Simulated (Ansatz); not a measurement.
# Si2C: the cost of one run

Computed with Ansatz 0.2.0 (DFT PBE, scalar-relativistic, plane waves, PAW, unless a step's input says otherwise).

### 1 The starting structure

Symmetry: P-3m1, No. 164, trigonal system. Conventional cell: a = 3.441 Å, b = 3.441 Å, c = 8.428 Å, α = 90.00°, β = 90.00°, γ = 120.00°. Si (site symmetry 3m) has 4 Si at 2.11 Å as nearest neighbours. Si (site symmetry 3m) has 3 C at 2.11 Å and 1 Si at 2.11 Å as nearest neighbours. Around C (site symmetry 3m) lie 3 Si at 2.11 Å and 1 C at 2.11 Å.

Structure file:

```cif
data_structure
_symmetry_space_group_name_H-M 'P-3m1'
_symmetry_Int_Tables_number 164
_cell_length_a 3.4408
_cell_length_b 3.4408
_cell_length_c 8.4281
_cell_angle_alpha 90.000
_cell_angle_beta 90.000
_cell_angle_gamma 120.000
_cell_volume 86.41
loop_
_atom_site_label
_atom_site_type_symbol
_atom_site_symmetry_multiplicity
_atom_site_Wyckoff_symbol
_atom_site_fract_x
_atom_site_fract_y
_atom_site_fract_z
_atom_site_occupancy
Si1 Si 2 d 0.33333 0.66667 0.04167 1
Si2 Si 2 d 0.66667 0.33333 0.70833 1
C1 C 2 c 0.00000 0.00000 0.37500 1
```

The start is an ordering of an alloy on its end members' structure types: elements ordered on the sites of the Sn type, Si/C on Sn (P-3m1, No. 164).

### 2 Probe: one point on a coarse mesh

File input.yaml:

```yaml
crystal:
  lattice:
    - [3.44077715, 0.0, 0.0]
    - [-1.72038858, 2.97980042, 0.0]
    - [0.0, 0.0, 8.42814835]
  atoms:
    - { symbol: Si, position: [0.33333333, 0.66666667, 0.04166667] }
    - { symbol: Si, position: [0.66666667, 0.33333333, 0.70833333] }
    - { symbol: Si, position: [0.33333333, 0.66666667, 0.29166667] }
    - { symbol: Si, position: [0.66666667, 0.33333333, 0.95833333] }
    - { symbol: C, position: [0.0, 0.0, 0.375] }
    - { symbol: C, position: [0.0, 0.0, 0.625] }
basis:
  ecutwfc: 420
kpoints:
  mp_grid: { grid: [6, 6, 2] }
hamiltonian:
  xc: pbe
scf:
  occupations: { method: gaussian, width: 0.1 }
  lower_state_search: "off"
output:
  forces: true
  stress: true
  eigenvalues: true
```

Started as:

```console
> ansatz run input.yaml --threads 1 --pin off --max-ram 2560MiB --backend cpu --events-out ev --progress --plain --runs-dir out
```

Q: Estimate wall time and peak memory on 1 thread of Arm Neoverse V1, shared host.

About 1.5 s, with a peak of 0.31 GiB.
